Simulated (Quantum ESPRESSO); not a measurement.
Runs of Quantum ESPRESSO 7.5 on La2O3. Symmetry: P-3m1, No. 164, trigonal system. The conventional cell has a = 3.931 Å, b = 3.931 Å, c = 6.112 Å, α = 90.00°, β = 90.00°, γ = 120.00°. La (site symmetry 3m) is surrounded by 4 O at 2.36 to 2.44 Å. O (site symmetry -3m) has 6 La at 2.72 Å as nearest neighbours. Around O (site symmetry 3m) lie 4 La at 2.36 to 2.44 Å. The cell is a database's computed one.

```csv
task,level,potentials or basis,cell,k mesh,cutoff (eV),form of the LDA correlation,mesh quality,gap on the mesh (eV),pressure (GPa),largest force (eV/Å)
band structure,PBEsol,GBRV 1.5 PBEsol,as given,8 × 8 × 5,612,-,not flagged,(a),(b),0.08
phonons,LDA,GBRV 1.5 LDA,relaxed,"4 × 4 × 4, shifted",612,PZ81,coarse,-,0.0,-
dielectric tensor,AM05,GBRV 1.5 PBE,as given,"4 × 4 × 4, shifted",612,-,coarse,-,-1.7,(c)
single point,PBE,SSSP 1.3 efficiency PBE,as given,8 × 8 × 5,748,-,not flagged,3.89,2.4,0.05
```

Alike in all rows: no spin polarisation; smearing fermi-dirac 0.05 eV.

Q: Estimate the missing entries.

A: (a) 3.85; (b) -2.7; (c) 0.10.

Caveats: some runs use coarse meshes; spin-orbit coupling is left out, which moves the levels of the heavy elements (some runs); some levels on the path didn't converge (some runs); the potentials were made for another functional, which shifts forces and pressure (some runs); an odd mesh through Γ misses points on the zone boundary, where band edges often lie (some runs).

A k mesh can miss the band edges, and the runs leave out spin-orbit coupling on La.

Not every run made on this cell is shown here.
